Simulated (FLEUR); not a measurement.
A run of FLEUR MaX-R8.1 (patched build s14) is set up as follows.

The input inp.xml:

```xml
<?xml version="1.0" encoding="UTF-8" standalone="no"?>
<fleurInput fleurInputVersion="0.39">
   <comment>
      W                                                                                                   
   </comment>
   <calculationSetup>
      <cutoffs Kmax="3.8" Gmax="11.8" GmaxXC="11.8" numbands="0"/>
      <scfLoop itmax="60" minDistance="0.00001" maxIterBroyd="15" imix="Anderson" alpha="0.05" precondParam="0.0" spinf="2.0"/>
      <coreElectrons ctail="T" frcor="F" kcrel="0" coretail_lmax="0"/>
      <xcFunctional name="pbe" relativisticCorrections="F"/>
      <magnetism jspins="1"/>
      <soc l_soc="F" theta="0.0" phi="0.0" spav="F"/>
      <expertModes spex="0" secvar="F"/>
      <geometryOptimization l_f="F" forcealpha="1.0" forcemix="BFGS" epsdisp="0.00001" epsforce="0.00001"/>
      <ldaU l_linMix="F" mixParam="0.05" spinf="1.0"/>
   </calculationSetup>
   <cell>
      <bzIntegration valenceElectrons="28.0" mode="hist" fermiSmearingEnergy="0.00367493">
         <kPointListSelection listName="default-1"/>
         <!-- k-points included here -->
         <xi:include xmlns:xi="http://www.w3.org/2001/XInclude" href="kpts.xml"> </xi:include>
      </bzIntegration>
      <!-- symmetry operations included here -->
      <xi:include xmlns:xi="http://www.w3.org/2001/XInclude" href="sym.xml"> </xi:include>
      <bulkLattice scale="1.0">
         <bravaisMatrix>
            <row-1>   -2.9192508070082046     3.0520513104144693     3.0821905523757147</row-1>
            <row-2>    2.9690356417607915    -2.9200936248597760     3.0000177015736087</row-2>
            <row-3>    2.9209421118897212     2.9217868194674179    -2.9502328668210214</row-3>
         </bravaisMatrix>
      </bulkLattice>
   </cell>
   <atomSpecies>
      <species name="Tungsten (W)" element="W" atomicNumber="74">
         <mtSphere radius="2.35" gridPoints="777" logIncrement="0.017"/>
         <atomicCutoffs lmax="9" lnonsphr="7"/>
         <electronConfig flipSpins="F">
            <coreConfig>(1s1/2) (2s1/2) (2p1/2) (2p3/2) (3s1/2) (3p1/2) (3p3/2) (4s1/2) (3d3/2) (3d5/2) (4p1/2) (4p3/2) (4d3/2) (4d5/2)</coreConfig>
            <valenceConfig>(5s1/2) (5p1/2) (5p3/2) (6s1/2) (4f5/2) (4f7/2) (5d3/2) (5d5/2)</valenceConfig>
            <stateOccupation state="(5d3/2)" spinUp="0.800000" spinDown="0.800000"/>
            <stateOccupation state="(5d5/2)" spinUp="1.200000" spinDown="1.200000"/>
         </electronConfig>
         <energyParameters s="6" p="6" d="5" f="4"/>
         <lo type="SCLO" l="0" n="5" eDeriv="0"/>
         <lo type="SCLO" l="1" n="5" eDeriv="0"/>
         <lo type="SCLO" l="2" n="5" eDeriv="2"/>
         <lo type="SCLO" l="3" n="4" eDeriv="2"/>
      </species>
   </atomSpecies>
   <atomGroups>
      <atomGroup species="Tungsten (W)">
         <relPos label="                   1">.0000000000 .0000000000 .0000000000</relPos>
         <force calculate="T" relaxXYZ="TTT"/>
      </atomGroup>
   </atomGroups>
   <output dos="F" band="F" slice="F">
      <checks vchk="F" cdinf="F"/>
      <bandDOS minEnergy="-.5*Htr" maxEnergy="0.5*Htr" sigma="0.015" storeEVData="T"/>
      <vacuumDOS vacdos="F" integ="F" star="F" nstars="0" locx1="0.0" locy1="0.0" locx2="0.0" locy2="0.0" nstm="0" tworkf="0.0"/>
      <unfoldingBand unfoldBand="F" supercellX="1" supercellY="1" supercellZ="1"/>
      <plotting iplot="0" polar="F">
         <plot TwoD="T" vec1="  1.0  0.0  0.0" vec2="  0.0  1.0  0.0" vec3="  0.0  0.0  1.0" zero="  0.0  0.0  0.0" file="plot"/>
      </plotting>
      <chargeDensitySlicing numkpt="0" minEigenval="0.0" maxEigenval="0.0" nnne="0" pallst="F"/>
      <specialOutput eonly="F"/>
      <magneticCircularDichroism mcd="F" energyLo="-10.0" energyUp="0.0"/>
   </output>
  <!-- We include the file relax.xml here to enable relaxations (see documentation) -->
  <xi:include xmlns:xi="http://www.w3.org/2001/XInclude" href="relax.xml"> <xi:fallback/> </xi:include>
</fleurInput>
```

The input crystal.txt:

```
W
&input cartesian=F /
-1.5448010000  1.6150760000  1.6310250000
1.5711460000  -1.5452470000  1.5875410000
1.5456960000  1.5461430000  -1.5611960000
1.8897261246
1.0 1.0 1.0

1
74 0.0109310000  0.0077030000  0.0229730000

&kpt div1=8 div2=8 div3=8 gamma=T /
```

Contents of inp.xml (bands):

```
<?xml version="1.0" encoding="UTF-8" standalone="no"?>
<fleurInput fleurInputVersion="0.39">
   <comment>
      W                                                                                                   
   </comment>
   <calculationSetup>
      <cutoffs Kmax="3.8" Gmax="11.8" GmaxXC="11.8" numbands="0"/>
      <scfLoop itmax="60" minDistance="0.00001" maxIterBroyd="15" imix="Anderson" alpha="0.05" precondParam="0.0" spinf="2.0"/>
      <coreElectrons ctail="T" frcor="F" kcrel="0" coretail_lmax="0"/>
      <xcFunctional name="pbe" relativisticCorrections="F"/>
      <magnetism jspins="1"/>
      <soc l_soc="F" theta="0.0" phi="0.0" spav="F"/>
      <expertModes spex="0" secvar="F"/>
      <geometryOptimization l_f="F" forcealpha="1.0" forcemix="BFGS" epsdisp="0.00001" epsforce="0.00001"/>
      <ldaU l_linMix="F" mixParam="0.05" spinf="1.0"/>
   </calculationSetup>
   <cell>
      <bzIntegration valenceElectrons="28.0" mode="hist" fermiSmearingEnergy="0.00367493">
         <kPointListSelection listName="path-1"/>
         <!-- k-points included here -->
         <xi:include xmlns:xi="http://www.w3.org/2001/XInclude" href="kpts.xml"> </xi:include>
      </bzIntegration>
      <!-- symmetry operations included here -->
      <xi:include xmlns:xi="http://www.w3.org/2001/XInclude" href="sym.xml"> </xi:include>
      <bulkLattice scale="1.0">
         <bravaisMatrix>
            <row-1>   -2.9192508070082046     3.0520513104144693     3.0821905523757147</row-1>
            <row-2>    2.9690356417607915    -2.9200936248597760     3.0000177015736087</row-2>
            <row-3>    2.9209421118897212     2.9217868194674179    -2.9502328668210214</row-3>
         </bravaisMatrix>
      </bulkLattice>
   </cell>
   <atomSpecies>
      <species name="Tungsten (W)" element="W" atomicNumber="74">
         <mtSphere radius="2.35" gridPoints="777" logIncrement="0.017"/>
         <atomicCutoffs lmax="9" lnonsphr="7"/>
         <electronConfig flipSpins="F">
            <coreConfig>(1s1/2) (2s1/2) (2p1/2) (2p3/2) (3s1/2) (3p1/2) (3p3/2) (4s1/2) (3d3/2) (3d5/2) (4p1/2) (4p3/2) (4d3/2) (4d5/2)</coreConfig>
            <valenceConfig>(5s1/2) (5p1/2) (5p3/2) (6s1/2) (4f5/2) (4f7/2) (5d3/2) (5d5/2)</valenceConfig>
            <stateOccupation state="(5d3/2)" spinUp="0.800000" spinDown="0.800000"/>
            <stateOccupation state="(5d5/2)" spinUp="1.200000" spinDown="1.200000"/>
         </electronConfig>
         <energyParameters s="6" p="6" d="5" f="4"/>
         <lo type="SCLO" l="0" n="5" eDeriv="0"/>
         <lo type="SCLO" l="1" n="5" eDeriv="0"/>
         <lo type="SCLO" l="2" n="5" eDeriv="2"/>
         <lo type="SCLO" l="3" n="4" eDeriv="2"/>
      </species>
   </atomSpecies>
   <atomGroups>
      <atomGroup species="Tungsten (W)">
         <relPos label="                   1">.0000000000 .0000000000 .0000000000</relPos>
         <force calculate="T" relaxXYZ="TTT"/>
      </atomGroup>
   </atomGroups>
   <output dos="F" band="T" slice="F">
      <checks vchk="F" cdinf="F"/>
      <bandDOS minEnergy="-.5*Htr" maxEnergy="0.5*Htr" sigma="0.015" storeEVData="T"/>
      <vacuumDOS vacdos="F" integ="F" star="F" nstars="0" locx1="0.0" locy1="0.0" locx2="0.0" locy2="0.0" nstm="0" tworkf="0.0"/>
      <unfoldingBand unfoldBand="F" supercellX="1" supercellY="1" supercellZ="1"/>
      <plotting iplot="0" polar="F">
         <plot TwoD="T" vec1="  1.0  0.0  0.0" vec2="  0.0  1.0  0.0" vec3="  0.0  0.0  1.0" zero="  0.0  0.0  0.0" file="plot"/>
      </plotting>
      <chargeDensitySlicing numkpt="0" minEigenval="0.0" maxEigenval="0.0" nnne="0" pallst="F"/>
      <specialOutput eonly="F"/>
      <magneticCircularDichroism mcd="F" energyLo="-10.0" energyUp="0.0"/>
   </output>
  <!-- We include the file relax.xml here to enable relaxations (see documentation) -->
  <xi:include xmlns:xi="http://www.w3.org/2001/XInclude" href="relax.xml"> <xi:fallback/> </xi:include>
</fleurInput>
```

Potentials or basis: all-electron, FLAPW.

The run is started by

```console
$ inpgen -f crystal.txt -profile fastHighL
$ # inp.xml edited to the form shown
$ fleur
$ fleur   # second run, on inp.xml (bands)
```

Task: Predict the band gap along the path.

Result: None (metal or under the smearing width).

Core levels (eV from the Fermi level):
```
atom                                                                                                                                                                                                           levels
 1 W  1s1/2 -69395.4, 2s1/2 -11965.1, 2p1/2 -11440.4, 2p3/2 -10087.5, 3s1/2 -2751.6, 3p1/2 -2518.2, 3p3/2 -2225.7, 4s1/2 -563.6, 3d3/2 -1833.3, 3d5/2 -1769.7, 4p1/2 -466.8, 4p3/2 -399.1, 4d3/2 -240.3, 4d5/2 -227.8
```

Caveat: spin-orbit coupling is left out, which moves the levels of the heavy elements.
